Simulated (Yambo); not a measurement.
## GaN: G0W0 quasiparticle levels with PBE

**Measured values to compare with.**

A printed reference work, textbook reports, for a bulk crystal of GaN at 0 K: band gap 3.299 eV (direct).

The system is GaN.

```
CELL_PARAMETERS angstrom
0.00000 2.25350 2.25350
2.25350 0.00000 2.25350
2.25350 2.25350 0.00000
ATOMIC_POSITIONS crystal
Ga 0.00000 0.00000 0.00000
N 0.25000 0.25000 0.25000
```

The cell is a database's computed one.

```
Program                                       : Yambo 5.3.0
Task                                          : G0W0 quasiparticle levels
Functional                                    : PBE
Potentials or basis                           : PseudoDojo 0.4.1 SR PBE standard
Cutoff                                        : 1143 eV
Density cutoff                                : 4572 eV
k mesh                                        : 6 × 6 × 6
Occupations                                   : fixed
Spin                                          : no spin polarisation
k mesh of the self-consistent run             : 10 × 10 × 10
Random integration of the Coulomb term        : yes
Direction of the field or of q to 0           : x + y + z
Broadening                                    : 0.1 eV
States corrected                              : Γ and the k points of the band edges
Frequency dependence of W                     : plasmon pole
Terminator of the band sum in the self-energy : Bruneval-Gonze
Quasiparticle equation                        : linearised (Newton)
Imaginary frequency of the plasmon-pole fit   : 27.2114 eV
Bands in the response                         : 89
Bands in the self-energy                      : 89
Cutoff of the response matrix                 : 12 Ry
Cutoff of exchange and Vxc                    : 84 Ry
Bands corrected (first, last)                 : [8, 11]
```

* Band gap on the k mesh, mean-field level: 1.76 eV, direct
* Quasiparticle gap: 2.26 eV
* Least direct quasiparticle gap: 2.26 eV
* Quasiparticle gap at Γ: 2.26 eV
* Band gap of the same states before the correction: 1.76 eV

Quasiparticle terms (eV):
```tsv
k point	band	Kohn-Sham level	Vxc	Σx	Σc	Z	result
(0.000, 0.000, 0.000)	8	0.00	-18.31	-21.22	2.55	0.79	-0.29
(0.000, 0.000, 0.000)	9	0.00	-18.31	-21.22	2.55	0.79	-0.29
(0.000, 0.000, 0.000)	10	1.76	-13.94	-10.07	-3.61	0.82	1.97
(0.000, 0.000, 0.000)	11	10.36	-12.00	-7.23	-4.84	0.81	10.30
```

Wall time 6.1 min on 1 thread of Arm Neoverse V2, with other jobs on the host.

A measured gap of GaN is 3.299 eV (direct; 0 K; a printed reference work, textbook); the calculated 2.26 eV misses it by -1.04 eV. Spin-orbit coupling on Ga is left out. The value is that of G0W0 on PBE, without temperature or zero-point motion. The cell is a database's relaxed one, not the measured one, which moves gaps too.

Caveat: the potentials hold a filled d shell without the s and p states of that shell, which can shift GW gaps by tenths of an eV, either way; this version prints the column dSc/dw multiplied by 27.2; the terminator is approximate in this version, by hundredths of an eV.
